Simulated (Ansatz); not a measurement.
Wanted: the native input for an Ansatz 0.2.0 run.

```
Task                : single point
Functional          : PBE
Potentials or basis : Ansatz PAW
Cutoff              : 420 eV (not typed: the program's choice for these potentials)
k mesh              : 11 × 11 × 11
Occupations         : fermi-dirac, width 0.05 eV
Spin                : no spin polarisation
```

The system is AlN.

```xyz
2
Lattice="0.0000 2.0345 2.0345 2.0345 0.0000 2.0345 2.0345 2.0345 0.0000" Properties=species:S:1:pos:R:3 pbc="T T T"
Al    2.0345    2.0345    2.0345
N     0.0000    0.0000    0.0000
```

Measurements of this composition are mostly on another form, of space group No. 186.

The input as run:

input.yaml

```yaml
crystal:
  lattice:
    - [0.0, 2.034518, 2.034518]
    - [2.034518, 0.0, 2.034518]
    - [2.034518, 2.034518, 0.0]
  atoms:
    - { symbol: Al, position: [0.5, 0.5, 0.5] }
    - { symbol: "N", position: [0.0, 0.0, 0.0] }
hamiltonian:
  xc: pbe
  pseudopotentials: { kind: paw }
kpoints:
  mp_grid: { grid: [11, 11, 11] }
scf:
  occupations: { method: fermi_dirac, width: 0.05 }
output:
  forces: true
  stress: true
  eigenvalues: true
```

Potentials or basis: Ansatz PAW.

Run with:

```bash
$ ansatz run input.yaml --threads 2 --pin off --max-ram 5632MiB --backend cpu --events-out ev --progress --plain --runs-dir out
```

Results of the run:

* Pressure: 0.3 GPa
* Band gap on the k mesh: 4.58 eV, indirect (least direct gap 5.40 eV)

Caveat: odd divisions of the mesh miss points on the zone boundary, where band edges often lie, so the gap on the mesh can be too wide; the pressure holds a Pulay correction of +0.5 GPa for the finite cutoff.

Wall time 0.31 s on 2 threads of Intel(R) Xeon(R) 6975P-C (Granite Rapids), on a shared host, peak memory 0.28 GiB.
